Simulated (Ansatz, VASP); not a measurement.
# ZnO (zincite) in two plane-wave programs, part 2 of 2

Aim: how closely do two programs agree when they are given the same cell, functional and k mesh? The cell is taken from a series of VASP runs on this material, whose earlier steps may have relaxed, scaled or displaced it; both programs get it as it stands.

VASP 6.6.1 and Ansatz 0.2.0.

So far. Step 4 (Side by side): The walks stopped with 0.00 GPa left in Ansatz and 0.01 GPa in VASP; each walk ends within a tolerance, so the volume difference is uncertain by about these residues over the bulk modulus, most in soft cells.

## 5. VASP: relaxation of cell and atoms, r2SCAN with rVV10

Level of this step: r2SCAN with rVV10; plane waves and PAW (Zn, O) (VASP).

The relaxed volume is the usual yardstick between codes: its relative difference is about their pressure difference at one cell divided by the bulk modulus. The cell compared in this pair holds 47.60 Å³, against 45.69 Å³ for the pair before.

INCAR

```
SYSTEM = ZnO
PREC = Accurate
ENCUT = 520
EDIFF = 1E-07
NELM = 100
ISMEAR = 0
SIGMA = 0.03
LREAL = .FALSE.
ALGO = Normal
METAGGA = R2SCAN
LUSE_VDW = .TRUE.
IVDW_NL = 2
BPARAM = 11.95
CPARAM = 0.0093
LASPH = .TRUE.
NBANDS = 24
LORBIT = 11
LWAVE = .FALSE.
LCHARG = .FALSE.
KPAR = 8
IBRION = 2
NSW = 50
ISIF = 3
EDIFFG = -0.002
```

POSCAR

```
ZnO
1.0
    3.2493080000      0.0000000000      0.0000000000
   -1.6246540000      2.8139832727      0.0000000000
    0.0000000000      0.0000000000      5.2057090000
Zn O
2 2
Direct
    0.6666666667      0.3333333333      0.0000000000
    0.3333333333      0.6666666667      0.5000000000
    0.3333333333      0.6666666667      0.8790100000
    0.6666666667      0.3333333333      0.3790100000
```

KPOINTS

```
Automatic mesh
0
Gamma
12 12 6
0 0 0
```

The projector-augmented-wave data sets are Zn and O (PBE family, release 64).

The run is started by

```console
$ mpirun -np 8 vasp_std
```

Numbers of over 12 decimals in the logs are rounded to 6 here.

The program printed:

```text
[banner, memory and clock lines left out]
running    8 mpi-ranks, on    1 nodes
[...]
[... a notice as in an earlier step ...]

|                                                                             |
|               ----> ADVICE to this user running VASP <----                  |
|                                                                             |
|     You have switched on vdW-DFT.                                           |
|     This routine was written and supplied by Jiri Klimes. We recommend      |
|     that you carefully read and cite the following publications:            |
|       J. Klimes, D.R. Bowler, A. Michelides                                 |
|          J. Phys.: Cond Matt. 22 022201 (2010)                              |
|       J. Klimes, D.R. Bowler, A. Michelides                                 |
|          Phys. Rev. B. 83, 195131 (2011)                                    |
|     and references therein.                                                 |
[...]
Total rVV10 correction in eV:      1.0653653    37.3237501
Total rVV10 correction in eV:      1.0653653    37.3237501
Total rVV10 correction in eV:      1.0653653    37.3237501
DAV:   6    -0.352509425384E+02   -0.11883E-07   -0.25226E-09  1824   0.574E-04
Total rVV10 correction in eV:      1.0653654    37.3237501
Total rVV10 correction in eV:      1.0653654    37.3237501
Total rVV10 correction in eV:      1.0653654    37.3237501
Total rVV10 correction in eV:      1.0653654    37.3237501
Total rVV10 correction in eV:      1.0653654    37.3237501
Total rVV10 correction in eV:      1.0653654    37.3237501
Total rVV10 correction in eV:      1.0653654    37.3237501
Total rVV10 correction in eV:      1.0653654    37.3237501
Total rVV10 correction in eV:      1.0653653    37.3237501
Total rVV10 correction in eV:      1.0653653    37.3237501
Total rVV10 correction in eV:      1.0653653    37.3237501
Total rVV10 correction in eV:      1.0653653    37.3237501
Total rVV10 correction in eV:      1.0653653    37.3237501
Total rVV10 correction in eV:      1.0653653    37.3237501
Total rVV10 correction in eV:      1.0653653    37.3237501
Total rVV10 correction in eV:      1.0653653    37.3237501
  13 F= -.35250943E+02 E0= -.35250943E+02  d E =-.270120E-05
[...]
reached required accuracy - stopping structural energy minimisation
```

From OUTCAR (step 5):

```text
  Total       -0.0065167     -0.0065167      0.0045542      0.0000000     -0.0000000      0.0000000
  in kB       -0.2214041     -0.2214041      0.1547277      0.0000000     -0.0000000      0.0000000
  external PRESSURE =      -0.0960268 kB  Pullay stress =       0.0000000 kB

 POSITION                                       TOTAL-FORCE (eV/Angst)
 -----------------------------------------------------------------------------------
      1.61669      0.93340      5.20641         0.000000      0.000000     -0.001475
     -0.00000      1.86679      2.60216        -0.000000      0.000000     -0.001475
     -0.00000      1.86679      4.58041         0.000000     -0.000000      0.001475
      1.61669      0.93340      1.97616         0.000000     -0.000000      0.001475
 -----------------------------------------------------------------------------------
    total drift:                                0.000001      0.000001     -0.071615

  FREE ENERGIE OF THE ION-ELECTRON SYSTEM (eV)
  ---------------------------------------------------
  free  energy   TOTEN  =       -35.2509425384 eV

  energy  without entropy=      -35.2509425384  energy(sigma->0) =      -35.25094254

[... 2 parts as in an earlier step ...]

[... 2 further parts left out ...]
[key lines of the parts left out:]
E-fermi :   1.0452
```

## 6. Ansatz: relaxation of cell and atoms, r2SCAN with rVV10

The same cell, functional, mesh and smearing now go to Ansatz, which takes its cutoff from its data sets.

The cell is taken from a series of VASP runs on this material, whose earlier steps may have relaxed, scaled or displaced it; both programs get it as it stands.

input.yaml

```yaml
crystal:
  lattice:
    - [3.249308, 0.0, 0.0]
    - [-1.624654, 2.8139832727, 0.0]
    - [0.0, 0.0, 5.205709]
  atoms:
    - { symbol: Zn, position: [0.6666666667, 0.3333333333, 0.0] }
    - { symbol: Zn, position: [0.3333333333, 0.6666666667, 0.5] }
    - { symbol: O, position: [0.3333333333, 0.6666666667, 0.87901] }
    - { symbol: O, position: [0.6666666667, 0.3333333333, 0.37901] }
hamiltonian:
  xc: r2scan
  pseudopotentials: { kind: paw }
  dispersion: rvv10
kpoints:
  mp_grid: { grid: [12, 12, 6] }
scf:
  occupations: { method: gaussian, width: 0.03 }
relax:
  f_tol: 0.01
  max_steps: 60
  cell: { stress_tol: 0.05 }
output:
  forces: true
  stress: true
```

The run is started by

```console
$ ansatz run input.yaml --threads 4 --pin off --max-ram 9216MiB --backend cpu --events-out ev --progress --plain --runs-dir out
```

The program printed:

```text
[...]
Crystal: 4 atoms, lattice volume = 47.598 Å³
Basis set: ecut = 500 eV, 1213 PW (Γ), exchange–correlation on 108×108×180 points (64 copies of the dense FFT grid, shifted against one another)
Bands: 22, of which v1, the nominal top of the filled ones, is band 18 counted from 1 (17 counted from 0)
Symmetry: 12 space group operations
[...]
cell:  # Å, volume = 46.8116 Å³
    - [3.225260, 0, 0]
    - [-1.612630, 2.793158, -4.795245919481432e-19]
    - [0, -8.870932205726127e-19, 5.196294]
  atoms:
    - { symbol: Zn, position: [0.666667, 0.333333, -0.000267837] }
    - { symbol: Zn, position: [0.333333, 0.666667, 0.499732] }
    - { symbol: O, position: [0.333333, 0.666667, 0.879278] }
    - { symbol: O, position: [0.666667, 0.333333, 0.379278] }
[key lines of the parts left out:]
SCF converged after 6 iterations
Free energy (F): -7787.065435 eV
Fermi energy:    7.690364 eV
P = ⅓ Tr σ = -0.0003 GPa (-0.003 kbar)
```

Run time: 27 s. Hardware: 4 threads of Arm Neoverse V1, shared host; peak memory 0.59 GiB.

## 7. Side by side

What differs besides the data sets and the points named for the pairs above, as far as they apply: VASP keeps PBE cores, Ansatz makes them for the functional; the cutoff is 500 eV in Ansatz and 520 eV in VASP. Total energies have different zeros and are not compared.

Compared:

```
                                         quantity  Ansatz   VASP  difference
                                      volume (Å³)   46.81  47.16     -0.73 %
edge a after relaxation, in the typed setting (Å)   3.225  3.233     -0.25 %
edge c after relaxation, in the typed setting (Å)   5.196  5.208     -0.23 %
```

The walks stopped with 0.00 GPa left in Ansatz and -0.01 GPa in VASP; each walk ends within a tolerance, so the volume difference is uncertain by about these residues over the bulk modulus, most in soft cells.

## 8. Outcome

```yaml
difference_in_volume_relaxation_of_cell_and_atoms_lda: -0.80 %
difference_in_volume_relaxation_of_cell_and_atoms_r2scan_with_rvv10: -0.73 %
```

The difference in volume is -0.80 % (relaxation of cell and atoms, LDA), within the 1.2 % picked in this series as the mark of a large difference, as far as the stopping tolerances let one tell. Such differences can come from data sets, numerical settings and the points named under the comparisons, not from the functional's error against experiment.

[Lines on the potential files, build, host, timing and source positions are cut from VASP's logs without a mark.]

[Logs are printed without paths, hosts, clocks, repeated set-up lines and the standing remarks that a program may print on its own settings, such as how far it seeks lower states.]

[Hosts, paths, dates, database ids (printed as entryN), source tags and the programs' standing remarks are cut or masked in the printed files.]
